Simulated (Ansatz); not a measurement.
Set up this calculation in Ansatz 0.2.0, as the native input.

```yaml
Task: single point
Functional: PBE
Potentials_or_basis: all-electron LAPW, scalar-relativistic
Cutoff: 232 eV (chosen from the basis error)
Basis_error_allowed: 0.001 eV/atom
k_mesh: 8 × 8 × 10
Occupations: fermi-dirac, width 0.05 eV
Spin: no spin polarisation
```

Crystal: Si.

```xyz
2
Lattice="4.1209 0.0000 0.0000 -2.0605 3.5688 0.0000 0.0000 0.0000 2.6548" Properties=species:S:1:pos:R:3 pbc="T T T"
Si   -0.0232    2.3243    1.3033
Si    2.0743    1.2105    1.3391
```

The cell was built by a generator and needn't be a form met in nature.

The cell isn't the ideal one: atoms moved at random, drawn with an rms of 0.05 Å.

These files were run (other wordings do the same):

input.yaml

```yaml
crystal:
  lattice:
    - [4.12095, 0.0, 0.0]
    - [-2.06047, 3.56885, 0.0]
    - [0.0, 0.0, 2.65479]
  atoms:
    - { symbol: Si, position: [0.320009, 0.651264, 0.490931] }
    - { symbol: Si, position: [0.672956, 0.339184, 0.504426] }
kpoints:
  mp_grid: { grid: [8, 8, 10] }
scf:
  occupations: { method: fermi_dirac, width: 0.05 }
hamiltonian:
  xc: pbe
  pseudopotentials: { kind: all_electron, lapw: { basis_error: 0.001 } }
output:
  forces: true
  stress: true
  eigenvalues: true
  populations: true
```

Potentials or basis: all-electron LAPW, scalar-relativistic.

Command:

```bash
$ ansatz run input.yaml --threads 1 --pin off --max-ram 3072MiB --backend cpu --events-out ev --progress --plain --runs-dir out
```

It gave:

The pressure is 0.4 GPa and the largest force is 0.905 eV/Å. The band gap on the k mesh is none (metal or under the smearing width).

Wall time 40 s on 1 thread of Arm Neoverse V1 (shared host), peak memory 0.5 GiB.
